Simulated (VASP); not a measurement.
# NaF (Fm-3m) in VASP: band structure with PBEsol

Aim: the band structure of NaF with PBEsol.

Everything below comes from runs of VASP 6.6.1. Logs are shortened: lines on timing, memory, paths and dates and some standing lists are left out, and cuts for length are marked.

### 1 The crystal as given

The structure is cubic, space group Fm-3m (No. 225). The conventional cell has a = 4.628 Å, b = 4.628 Å, c = 4.628 Å, α = 90.00°, β = 90.00°, γ = 90.00°. Around Na (site symmetry m-3m) lie 6 F at 2.31 Å. F (site symmetry m-3m) is surrounded by 6 Na at 2.31 Å.

The cell was built by a generator and needn't be a form met in nature.

### 2 Band structure, PBEsol

File POSCAR:

```
NaF                                     
1.0
   -0.0000000000      2.3140463494      2.3140463494
    2.3140463494     -0.0000000000      2.3140463494
    2.3140463494      2.3140463494      0.0000000000
  Na              F             
     1     1
Direct
     0.0000000000000000    1.0000000000000000    1.0000000000000000
     0.5000000000000000    0.5000000000000000    0.5000000000000000
```

File INCAR.step1:

```
PREC = Accurate
ENCUT = 520
EDIFF = 1E-6
ISMEAR = 0
SIGMA = 0.02
LREAL = F
LASPH = T
NELM = 100
ALGO = Fast
ISIF = 2
LWAVE = F
LCHARG = T
GGA = PS
```

File KPOINTS.step1:

```
Automatic mesh
0
Gamma
  10 10 10
```

File INCAR.step2:

```
PREC = Accurate
ENCUT = 520
EDIFF = 1E-6
ISMEAR = 0
SIGMA = 0.05
LREAL = F
LASPH = T
NELM = 100
ALGO = Fast
ISIF = 2
LWAVE = F
LCHARG = F
GGA = PS
ICHARG = 11
```

File KPOINTS.step2:

```
path GXWKGLUWLK,UX
10
line-mode
reciprocal
 0.0000000000  0.0000000000  0.0000000000  G
 0.5000000000  0.0000000000  0.5000000000  X

 0.5000000000  0.0000000000  0.5000000000  X
 0.5000000000  0.2500000000  0.7500000000  W

 0.5000000000  0.2500000000  0.7500000000  W
 0.3750000000  0.3750000000  0.7500000000  K

 0.3750000000  0.3750000000  0.7500000000  K
 0.0000000000  0.0000000000  0.0000000000  G

 0.0000000000  0.0000000000  0.0000000000  G
 0.5000000000  0.5000000000  0.5000000000  L

 0.5000000000  0.5000000000  0.5000000000  L
 0.6250000000  0.2500000000  0.6250000000  U

 0.6250000000  0.2500000000  0.6250000000  U
 0.5000000000  0.2500000000  0.7500000000  W

 0.5000000000  0.2500000000  0.7500000000  W
 0.5000000000  0.5000000000  0.5000000000  L

 0.5000000000  0.5000000000  0.5000000000  L
 0.3750000000  0.3750000000  0.7500000000  K

 0.6250000000  0.2500000000  0.6250000000  U
 0.5000000000  0.0000000000  0.5000000000  X
```

Potentials or basis: VASP PAW PBE potentials, release 64 (Na_pv, F).

Command:

```
cat potpaw_PBE.64/Na_pv/POTCAR potpaw_PBE.64/F/POTCAR > POTCAR
cp INCAR.step1 INCAR
cp KPOINTS.step1 KPOINTS
mpirun -np 1 vasp_std > vasp.out
cp INCAR.step2 INCAR
cp KPOINTS.step2 KPOINTS
mpirun -np 1 vasp_std > vasp.out
```

OUTCAR:

```text
PREC = Accurate
   ENCUT = 520
   EDIFF = 1E-6
   ISMEAR = 0
   LREAL = F
   LASPH = T
   NELM = 100
   ISIF = 2
   GGA = PS
   ICHARG = 11

 ion  position               nearest neighbor table
   1  0.000  0.000  0.000-   2 2.31   2 2.31   2 2.31   2 2.31   2 2.31   2 2.31
   2  0.500  0.500  0.500-   1 2.31   1 2.31   1 2.31   1 2.31   1 2.31   1 2.31

  LATTYP: Found a face centered cubic cell.
 ALAT       =     4.6280926988

  Lattice vectors:

 A1 = (   0.0000000000,   2.3140463494,   2.3140463494)
 A2 = (   2.3140463494,   0.0000000000,   2.3140463494)
 A3 = (   2.3140463494,   2.3140463494,   0.0000000000)

Analysis of symmetry for initial positions (statically):
=====================================================================
 Subroutine PRICEL returns:
 Original cell was already a primitive cell.

 Routine SETGRP: Setting up the symmetry group for a
 face centered cubic supercell.

 Subroutine GETGRP returns: Found 48 space group operations
 (whereof 48 operations were pure point group operations)
 out of a pool of 48 trial point group operations.

The static configuration has the point symmetry O_h .

Analysis of symmetry for dynamics (positions and initial velocities):
=====================================================================
 Subroutine PRICEL returns:
 Original cell was already a primitive cell.

 Routine SETGRP: Setting up the symmetry group for a
 face centered cubic supercell.

 Subroutine GETGRP returns: Found 48 space group operations
 (whereof 48 operations were pure point group operations)
 out of a pool of 48 trial point group operations.

The dynamic configuration has the point symmetry O_h .

 Subroutine INISYM returns: Found 48 space group operations
 (whereof 48 operations are pure point group operations),
 and found     1 'primitive' translations

----------------------------------------------------------------------------------------

                                     Primitive cell

  volume of cell :      24.7826

  direct lattice vectors                    reciprocal lattice vectors
     0.000000000  2.314046349  2.314046349    -0.216071731  0.216071731  0.216071731
     2.314046349  0.000000000  2.314046349     0.216071731 -0.216071731  0.216071731
     2.314046349  2.314046349  0.000000000     0.216071731  0.216071731 -0.216071731

  length of vectors
     3.272555731  3.272555731  3.272555731     0.374247216  0.374247216  0.374247216

  position of ions in fractional coordinates (direct lattice)
     0.000000000  0.000000000  0.000000000
     0.500000000  0.500000000  0.500000000
[... 69 lines left out ...]
   ENCUT  =  520.0 eV  38.22 Ry    6.18 a.u.   6.08  6.08  6.08*2*pi/ulx,y,z
   NELM   =    100;   NELMIN=  2; NELMDL=  0     # of ELM steps
   EDIFF  = 0.1E-05   stopping-criterion for ELM
   LREAL  =      F    real-space projection
[... 7 lines left out ...]
   TEBEG  =    0.0;   TEEND  =   0.0 temperature during run
   PSTRESS=    0.0 pullay stress
   NELECT =      14.0000    total number of electrons
   NUPDOWN=      -1.0000    fix difference up-down
   EMIN   =  10.00;   EMAX   =-10.00  energy-range for DOS
   EFERMI =   0.00;   METHOD = LEGACY
   ISMEAR =     0;   SIGMA  =   0.05  broadening in eV -4-tet -1-fermi 0-gaus
   EFERMI_NEDOS =   21; number of points for ismear=-14 and -15
   IALGO  =     68    algorithm
   IMIX   =      4    mixing-type and parameters
     AMIX     =   0.40;   BMIX     =  1.00
     AMIX_MAG =   1.60;   BMIX_MAG =  1.00
  volume/ion in A,a.u.               =      12.39        83.62
  Fermi-wavevector in a.u.,A,eV,Ry     =   1.353325  2.557414 24.918917  1.831489
  Thomas-Fermi vector in A             =   2.480590
   LORBIT       =      0    0 simple, 1 ext, 2 COOP (PROOUT), +10 PAW based schemes
   GGA     = PS    functional components
   LHFCALC =     F    Hartree Fock is set to
   AEXX    =    0.0000 exact exchange contribution
   IVDW    =     0    specifies the selected vdW correction
   LEPSILON=     F    determine dielectric tensor
   LRPA    =     F    only Hartree local field effects (RPA)
 non-spin polarized calculation
 RMM-DIIS sequential band-by-band and
 Gauss-broadening in eV      SIGMA  =   0.05
  energy-cutoff  :      520.00
  volume of cell :       24.78
 maximum number of plane-waves:       692

 number of electron      13.9999983 magnetization

 Free energy of the ion-electron system (eV)
  ---------------------------------------------------
  ext. energy  EPLUGINS =         0.00000000
  ---------------------------------------------------
  free energy    TOTEN  =        -8.82721047 eV

  energy without entropy =       -8.82721047  energy(sigma->0) =       -8.82721047

 E-fermi :  -1.8179     XC(G=0):  -9.3528

 val. band max:       -2.1593474970   @ k =   0.0000   0.0000   0.0000
 cond. band min:       4.0211325904   @ k =   0.0000   0.0000   0.0000
 fundamental gap:      6.1804800874
 Fermi energy:        -1.8179128700

 k-point     1 :       0.0000    0.0000    0.0000
  band No.  band energies     occupation
      1     -21.2226      2.00000
      2     -20.9183      2.00000
      3     -20.9183      2.00000
      4     -20.9183      2.00000
      5      -2.1594      2.00000
      6      -2.1593      2.00000
      7      -2.1593      2.00000
      8       4.0211      0.00000
      9      16.7101      0.00000
     10      16.7101      0.00000
     11      16.7101      0.00000
[... 309 lines left out ...]
 k-point    24 :       0.4583    0.2917    0.7500
  band No.  band energies     occupation
      1     -21.4293      2.00000
      2     -21.0296      2.00000
      3     -20.9976      2.00000
      4     -20.4794      2.00000
      5      -3.1539      2.00000
      6      -2.9923      2.00000
      7      -2.6856      2.00000
      8      10.7736      0.00000
      9      10.8992      0.00000
     10      12.8635      0.00000
     11      15.1139      0.00000

 [... further k-points ...]
[... 5 lines left out ...]
  --------------------------------------------------------------------------------------
  -------------------------------------------------------------------------------------
  Total        0.3127894      0.3127894      0.3127894      0.0000000      0.0000000      0.0000000
  in kB       20.2216461     20.2216461     20.2216461      0.0000000      0.0000000      0.0000000
  external PRESSURE =      20.2216461 kB  Pullay stress =       0.0000000 kB

 VOLUME and BASIS-vectors are now :
 -----------------------------------------------------------------------------
  energy-cutoff  :      520.00
  volume of cell :       24.78
      direct lattice vectors                 reciprocal lattice vectors
     0.000000000  2.314046349  2.314046349    -0.216071731  0.216071731  0.216071731
     2.314046349  0.000000000  2.314046349     0.216071731 -0.216071731  0.216071731
     2.314046349  2.314046349  0.000000000     0.216071731  0.216071731 -0.216071731

 POSITION                                       TOTAL-FORCE (eV/Angst)
 -----------------------------------------------------------------------------------
      0.00000      0.00000      0.00000         0.000000      0.000000      0.000000
      2.31405      2.31405      2.31405        -0.000000     -0.000000     -0.000000
 -----------------------------------------------------------------------------------
    total drift:                                0.000000     -0.000000      0.000000

  FREE ENERGIE OF THE ION-ELECTRON SYSTEM (eV)
  ---------------------------------------------------
  free  energy   TOTEN  =        -8.8272104651 eV

  energy  without entropy=       -8.8272104651  energy(sigma->0) =       -8.82721047
```

OSZICAR.step1:

```text
N       E                     dE             d eps       ncg     rms          rms(c)
DAV:   1     0.112707718830E+03    0.11271E+03   -0.82862E+03  1060   0.156E+03
DAV:   2    -0.296207937857E+01   -0.11567E+03   -0.10809E+03  1106   0.378E+02
DAV:   3    -0.946933628628E+01   -0.65073E+01   -0.64872E+01  1184   0.875E+01
DAV:   4    -0.953756515724E+01   -0.68229E-01   -0.68214E-01  1133   0.956E+00
DAV:   5    -0.953831966995E+01   -0.75451E-03   -0.75451E-03  1184   0.103E+00    0.491E+00
RMM:   6    -0.877831518432E+01    0.76000E+00   -0.19511E+00  1234   0.113E+01    0.157E+00
RMM:   7    -0.876990920019E+01    0.84060E-02   -0.87810E-02  1345   0.311E+00    0.112E+00
RMM:   8    -0.877014240454E+01   -0.23320E-03   -0.32723E-02  1290   0.237E+00    0.311E-01
RMM:   9    -0.876882612671E+01    0.13163E-02   -0.46934E-03  1389   0.907E-01    0.194E-01
RMM:  10    -0.876884103170E+01   -0.14905E-04   -0.95341E-04  1433   0.381E-01    0.178E-01
RMM:  11    -0.876865494287E+01    0.18609E-03   -0.18796E-03  1290   0.346E-01    0.122E-01
RMM:  12    -0.876888829490E+01   -0.23335E-03   -0.18588E-03  1340   0.736E-01    0.772E-02
RMM:  13    -0.876877956438E+01    0.10873E-03   -0.87125E-05  1398   0.159E-01    0.494E-02
RMM:  14    -0.876871339082E+01    0.66174E-04   -0.89800E-05  1316   0.153E-01    0.191E-02
RMM:  15    -0.876871006691E+01    0.33239E-05   -0.73550E-06  1292   0.412E-02    0.132E-02
RMM:  16    -0.876870527960E+01    0.47873E-05   -0.79373E-06  1366   0.457E-02    0.210E-03
RMM:  17    -0.876870539922E+01   -0.11962E-06   -0.22468E-06   992   0.158E-02
   1 F= -.87687054E+01 E0= -.87687054E+01  d E =-.183871E-16
```

It took 39 s on 1 thread of AMD EPYC 7R43 (Zen 3), shared host; peak memory 0.11 GiB.

What came out:

| Property | Result |
| --- | --- |
| Band gap on the k mesh | 6.18 eV, direct |
| Band gap along the path | 6.18 eV, direct |

Levels at the corners of the path, in eV from the valence-band top:
| point | band 5 | band 6 | band 7 | band 8 | band 9 | band 10 |
| --- | --- | --- | --- | --- | --- | --- |
| Γ | 0.00 | 0.00 | 0.00 | 6.18 | 18.87 | 18.87 |
| X | -1.31 | -0.41 | -0.41 | 13.01 | 13.11 | 13.57 |
| X | -1.31 | -0.41 | -0.41 | 13.01 | 13.11 | 13.57 |
| W | -0.89 | -0.89 | -0.58 | 13.06 | 13.06 | 15.17 |
| W | -0.89 | -0.89 | -0.58 | 13.06 | 13.06 | 15.17 |
| K | -1.08 | -0.85 | -0.38 | 12.67 | 13.08 | 14.67 |
| K | -1.08 | -0.85 | -0.38 | 12.67 | 13.08 | 14.67 |
| Γ | 0.00 | 0.00 | 0.00 | 6.18 | 18.87 | 18.87 |
| Γ | 0.00 | 0.00 | 0.00 | 6.18 | 18.87 | 18.87 |
| L | -1.63 | -0.26 | -0.26 | 10.63 | 12.37 | 20.02 |
| L | -1.63 | -0.26 | -0.26 | 10.63 | 12.37 | 20.02 |
| U | -1.08 | -0.85 | -0.38 | 12.67 | 13.08 | 14.67 |
| U | -1.08 | -0.85 | -0.38 | 12.67 | 13.08 | 14.67 |
| W | -0.89 | -0.89 | -0.58 | 13.06 | 13.06 | 15.17 |
| W | -0.89 | -0.89 | -0.58 | 13.06 | 13.06 | 15.17 |
| L | -1.63 | -0.26 | -0.26 | 10.63 | 12.37 | 20.02 |
| L | -1.63 | -0.26 | -0.26 | 10.63 | 12.37 | 20.02 |
| K | -1.08 | -0.85 | -0.38 | 12.67 | 13.08 | 14.67 |
| U | -1.08 | -0.85 | -0.38 | 12.67 | 13.08 | 14.67 |
| X | -1.31 | -0.41 | -0.41 | 13.01 | 13.11 | 13.57 |

Caveat: the log is that of the step along the path at fixed density, whose energy, stress, charges and moments have no meaning; the PAW data sets were made with another functional, which shifts forces and pressure a little.
